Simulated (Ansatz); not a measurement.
input.yaml

```yaml
crystal:
  lattice:
    - [4.0057077593, 0.0, 0.0]
    - [0.0, 4.0057077593, 0.0]
    - [0.0, 0.0, 6.0106784595]
  atoms:
    - { symbol: Zn, position: [0.0, 0.0, 0.0] }
    - { symbol: Zn, position: [0.5, 0.5, 0.0] }
    - { symbol: Se, position: [0.0, 0.5, 0.1880373302] }
    - { symbol: Se, position: [0.5, 0.0, 0.8119626698] }
basis:
  ecutwfc: 500
kpoints:
  mp_grid: { grid: [8, 8, 6] }
hamiltonian:
  xc: r2scan
scf:
  occupations: { method: gaussian, width: 0.02 }
output:
  forces: true
  stress: true
  eigenvalues: true
```

Run as
```bash
ansatz run input.yaml --threads 1 --pin off --max-ram 1331MiB --backend cpu --events-out ev --progress --plain --runs-dir out
```

These are results of DFT r2SCAN, scalar-relativistic, plane waves, PAW in Ansatz, not measurements.

From the run's log, abridged:

```
Pseudopotentials: kind: paw
Pseudopotential: Zn, paw, valence charge 12, recommended cutoff 500 eV (meta_gga)
Pseudopotential: Se, paw, valence charge 16, recommended cutoff 500 eV (meta_gga)
Functional definition: r2SCAN
Crystal: 4 atoms, lattice volume = 96.446 Å³
Basis set: ecut = 500 eV, 2437 PW (Γ), exchange–correlation on 120×120×180 points (64 copies of the dense FFT grid, shifted against one another)
Bands: 34, of which v1, the nominal top of the filled ones, is band 28 counted from 1 (27 counted from 0)
Symmetry: 16 space group operations
Space group: P4/nmm (ITA 129), of the structure as read, at distance tolerance 4.6e-5 Å
k-points: 60 of 384
Initial density: superposition of atomic densities (neutral atoms: chi_scale 0, normalization atom), corrected by the library's trained network
Initial wavefunctions: pseudopotential atomic-orbital guess
Functional: x = r2scan, c = r2scan; τ floored in thin density (d = 2e-4 eV/Å³)
SCF iter   1: F=—  HF=-17608.669160 eV  |F-HF|=—  |Δ(HF+E_count)|=         —  Δρ=1.49e-2  dr2=1.06e-1  dr2_τ=2.53e-2  ethr=1.77e-3  ⟨swp⟩=7.3  Hψ=9407  notcnv=0
SCF iter   2: F=—  HF=-17608.691344 eV  |F-HF|=—  |Δ(HF+E_count)|=   2.22e-2  Δρ=2.82e-3  dr2=1.38e-2  dr2_τ=4.42e-4  ethr=1.89e-4  ⟨swp⟩=2.8  Hψ=3911  notcnv=0  defer=108
SCF iter   3: F=—  HF=-17608.688450 eV  |F-HF|=—  |Δ(HF+E_count)|=   2.89e-3  Δρ=3.63e-3  dr2=8.23e-3  dr2_τ=2.92e-5  ethr=2.47e-5  ⟨swp⟩=2.0  Hψ=3145  notcnv=0  defer=48
automatic band count: iteration 3 solves 33 bands in place of 34: the levels show a gap, and the empty bands left out lie too high to hold charge; the band table lists the bands solved (type scf.n_extra_bands for more)
SCF iter   4: F=—  HF=-17608.687316 eV  |F-HF|=—  |Δ(HF+E_count)|=   1.13e-3  Δρ=4.25e-4  dr2=3.54e-4  dr2_τ=6.55e-6  ethr=1.47e-5  ⟨swp⟩=2.0  Hψ=3120  notcnv=0  defer=48
SCF iter   5: F=—  HF=-17608.687315 eV  |F-HF|=—  |Δ(HF+E_count)|=   1.58e-6  Δρ=2.57e-4  dr2=8.68e-5  dr2_τ=1.01e-6  ethr=6.32e-7  ⟨swp⟩=2.0  Hψ=3612  notcnv=0  defer=48
SCF iter   6: F=—  HF=-17608.687366 eV  |F-HF|=—  |Δ(HF+E_count)|=   5.12e-5  Δρ=7.55e-5  dr2=1.14e-5  dr2_τ=1.19e-7  ethr=1.55e-7  ⟨swp⟩=2.8  Hψ=2989  notcnv=0  defer=48
SCF iter   7: F=—  HF=-17608.687372 eV  |F-HF|=—  |Δ(HF+E_count)|=   5.70e-6  Δρ=2.44e-5  dr2=6.56e-7  dr2_τ=8.28e-9  ethr=2.03e-8  ⟨swp⟩=2.0  Hψ=3012  notcnv=0  defer=48
SCF iter   8: F=-17608.687373 eV  HF=-17608.687373 eV  |F-HF|=6.55e-8  |Δ(HF+E_count)|=   9.32e-7  Δρ=6.52e-6  dr2=5.00e-8  dr2_τ=9.33e-10  ethr=1.79e-10  ⟨swp⟩=9.5  Hψ=9928  notcnv=0
SCF 1 converged in 8 iterations: F = -17608.687373 eV  dr2 = 5.00e-8
SCF converged after 8 iterations
Free energy (F): -17608.687373 eV
Harris-Foulkes:  -17608.687373 eV  (|F-HF|=6.55e-8)
Internal energy: -17608.687373 eV  (E = F + TS)
E sigma→0 (E₀):  -17608.687373 eV
Fermi energy:    6.601420 eV
--- Per-component energies (eV) ---
  E_band       = -863.891761
  E_kinetic    = 511.374468
  E_local      = -11278.335181  (includes V_loc(G=0)·N_el)
  E_nonlocal   = 44.763384
  E_hartree    = 5285.045653
  E_xc         = -450.865655
  E_vxc        = -327.936445  (∫ρ·V_xc dr)
  E_paw        = -7547.093821  (= ΣΔE_a)
  E_vpaw       = -400.808029  (= ΣTr[D̂ρ^β])
  E_aug_tail   = -0.000561  (compensation charges beyond the density's cutoff)
  E_vtau       = 16.946795  (kinetic-family band-sum trace: ∫τ·v_τ [+ j·A + Jᵃ·Aᵃ] dr)
  E_ewald      = -4169.680882
  E_core_change = -3.894778  (= ΣΔE_core)
  E_smearing   =  0.000000  (= −TS)
--- Forces (eV/Å), atoms counted from 1 ---
  atom   1  Zn     0.00000000     0.00000000     0.00000000
  atom   2  Zn     0.00000000     0.00000000     0.00000000
  atom   3  Se     0.00000000     0.00000000     4.25679020
  atom   4  Se     0.00000000     0.00000000    -4.25679020
--- Stress (GPa, compression-positive) ---
       19.985247       0.000000       0.000000
        0.000000      19.985247       0.000000
        0.000000       0.000000      15.398197
  P = ⅓ Tr σ = 18.4562 GPa (184.562 kbar)
--- Band table (eV; the first three rows and the last of 60) ---
  k-point 0: bands = ["-41.8877", "-41.8871", "-41.8735", "-41.8725", "-41.8333", "-41.8333", "-41.8322", "-41.8322", "-41.8083", "-41.8079", "-9.2634", "-7.6092", "-1.9669", "-1.9669", "-1.9048", "-1.7994", "-1.5039", "-1.4479", "-1.4479", "-1.1264", "-1.1180", "-0.7863", "2.0421", "2.0421", "2.3260", "5.4959", "5.4959", "5.5870", "7.4277", "9.0391", "9.3591", "11.7613", "13.8199"]
  k-point 1: bands = ["-41.8877", "-41.8871", "-41.8735", "-41.8725", "-41.8333", "-41.8333", "-41.8322", "-41.8322", "-41.8083", "-41.8079", "-9.2558", "-7.6212", "-1.9677", "-1.9677", "-1.9048", "-1.7906", "-1.5240", "-1.4477", "-1.4477", "-1.1264", "-1.1178", "-0.7863", "2.0505", "2.0505", "2.4079", "5.3928", "5.4736", "5.4736", "7.4423", "9.1970", "9.5958", "11.6692", "13.9344"]
  k-point 2: bands = ["-41.8877", "-41.8871", "-41.8735", "-41.8725", "-41.8333", "-41.8333", "-41.8322", "-41.8322", "-41.8083", "-41.8079", "-9.2402", "-7.6454", "-1.9693", "-1.9693", "-1.9048", "-1.7686", "-1.5678", "-1.4471", "-1.4471", "-1.1264", "-1.1172", "-0.7862", "2.0676", "2.0676", "2.5910", "5.0241", "5.4293", "5.4293", "7.4724", "9.5152", "10.1176", "11.4953", "13.7623"]
  k-point 59: bands = ["-41.8868", "-41.8868", "-41.8731", "-41.8731", "-41.8338", "-41.8338", "-41.8323", "-41.8323", "-41.8079", "-41.8079", "-7.7439", "-7.7439", "-2.4347", "-2.4347", "-1.6966", "-1.6966", "-1.2385", "-1.2385", "-1.1928", "-1.1928", "-1.1800", "-1.1800", "0.4367", "0.4367", "3.0048", "3.0048", "3.0929", "3.0929", "11.4769", "11.4769", "13.2161", "13.2161", "14.6878"]
```

Self-consistency was reached.

The cell holds layers, and where no dispersion correction was added their binding is poorly described.